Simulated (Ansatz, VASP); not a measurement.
## Mo: VASP beside Ansatz

```
Mo
1.0
    -1.55618    1.55618    1.55618
     1.55618   -1.55618    1.55618
     1.55618    1.55618   -1.55618
Mo
1
Direct
  0.00000 0.00000 0.00000
```

Alike in both runs: functional LDA; k mesh 8 × 8 × 8; occupations gaussian, width 0.1 eV; no spin polarisation.

Ansatz relaxed the structure, and its values are those at the end. VASP's run is a single point on that final structure, the one shown.

|  | VASP | Ansatz |
| --- | --- | --- |
| version | VASP 6.6.1 | Ansatz 0.2.0 |
| potentials or method | VASP PAW LDA potentials, release 64 (Mo_sv) | scalar-relativistic, plane waves, PAW |
| plane-wave cutoff (eV) | 520 | 420 |
| valence electrons in the cell | 14 | 14 |

```csv
,VASP,Ansatz,Ansatz less VASP
gap on the k mesh at the Fermi level (eV),none,none,-
pressure (GPa),1.3,0.2,-1.11
```

A gap of «none» marks a metal or a gap that the smearing closes. Ansatz warned: «pseudo_functional_mismatch».
